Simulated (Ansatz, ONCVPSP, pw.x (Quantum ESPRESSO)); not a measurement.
# What a changed setting does to a pw.x run (bcc Ni)

Potential: optimised norm-conserving Vanderbilt (ONCV), ONCVPSP 4.0.1.1 (patched build), PBE; core [Ne], reference 3s2 3p6 3d8 4s1.75 4p0.25; waves: 3s+4s: rc 1.05 bohr, ncon 4, nbas 9, qcut 14.1 1/bohr, 2 projectors; 3p+4p: rc 1.50 bohr, ncon 4, nbas 7, qcut 10.7 1/bohr, 3 projectors, debl 2.4 Ha; 3d: rc 1.20 bohr, ncon 3, nbas 7, qcut 12.7 1/bohr, 1 projector; local part: polynomial inside 0.80 bohr (lpopt 2, dvloc0 0 Ha); core correction: Teter function, fcfact 3.4, rcfact 1.75.

The reference run (k-mesh 16³, cutoffs 170/680 Ry, Fermi–Dirac 0.01 Ry, mixing_beta 0.4, conv_thr 1e-9, no spin) gives 0.08 GPa at 10.983 Å³/atom, where all-electron LAPW gives -0.48 GPa. This run, with its own iteration cap, changes k-mesh shift to 1.

```
&control
  calculation='scf', prefix='x', pseudo_dir='./', outdir='./tmp', tstress=.true., disk_io='none'
/
&system
  ibrav=0, nat=1, ntyp=1, ecutwfc=170, ecutrho=680, nbnd=17,
  occupations='smearing', smearing='fd', degauss=0.01
/
&electrons
  conv_thr=1e-09, mixing_beta=0.4, electron_maxstep=70
/
ATOMIC_SPECIES
Ni 1.0 Ni.UPF
CELL_PARAMETERS angstrom
  -1.40029756 1.40029756 1.40029756
  1.40029756 -1.40029756 1.40029756
  1.40029756 1.40029756 -1.40029756
ATOMIC_POSITIONS crystal
Ni 0.0000 0.0000 0.0000
K_POINTS automatic
16 16 16 1 1 1
```

```bash
pw.x < Ni.scf.in > Ni.scf.out
```

Q: How does the run end?

A: It converges in 7 iterations; the free energy moves by -0.8 meV/atom and the pressure by -0.05 GPa. The result is that of the reference run.

```
Message from routine setup:
     using ibrav=0 with symmetry is DISCOURAGED, use correct ibrav instead
     lattice parameter (alat)  =       4.5833  a.u.
     unit-cell volume          =      74.1170 (a.u.)^3
     number of electrons       =        18.00
     number of Kohn-Sham states=           17
     kinetic-energy cutoff     =     170.0000  Ry
     charge density cutoff     =     680.0000  Ry
     scf convergence threshold =      1.0E-09
     Exchange-correlation= PBE
     number of k points=   140  Fermi-Dirac smearing, width (Ry)=  0.0100
     iteration #  1     ecut=   170.00 Ry     beta= 0.40
     total energy              =    -347.28071012 Ry
     estimated scf accuracy    <       0.00176239 Ry
     iteration #  2     ecut=   170.00 Ry     beta= 0.40
     total energy              =    -347.28067986 Ry
     estimated scf accuracy    <       0.00057748 Ry
     iteration #  3     ecut=   170.00 Ry     beta= 0.40
     total energy              =    -347.28069426 Ry
     estimated scf accuracy    <       0.00022601 Ry
     iteration #  4     ecut=   170.00 Ry     beta= 0.40
     total energy              =    -347.28071768 Ry
     estimated scf accuracy    <       0.00000061 Ry
     iteration #  5     ecut=   170.00 Ry     beta= 0.40
     total energy              =    -347.28071775 Ry
     estimated scf accuracy    <       0.00000009 Ry
     iteration #  6     ecut=   170.00 Ry     beta= 0.40
     total energy              =    -347.28071775 Ry
     estimated scf accuracy    <          3.0E-09 Ry
     iteration #  7     ecut=   170.00 Ry     beta= 0.40
     the Fermi energy is    17.7814 ev
!    total energy              =    -347.28071775 Ry
     estimated scf accuracy    <          2.9E-11 Ry
     smearing contrib. (-TS)   =      -0.00935645 Ry
     The total energy is F=E-TS. E is the sum of the following terms:
     one-electron contribution =    -177.76690596 Ry
     hartree contribution      =     101.54317431 Ry
     xc contribution           =     -48.25248041 Ry
     ewald contribution        =    -222.79514925 Ry
     convergence has been achieved in   7 iterations
          total   stress  (Ry/bohr**3)                   (kbar)     P=        0.33
     Message from routine punch:
     Nothing written, as per user request (disk_io='none')
```

The run took about 2.1 min on one core of a shared host (Neoverse-N1, 64 threads, 124 GiB, load 57).
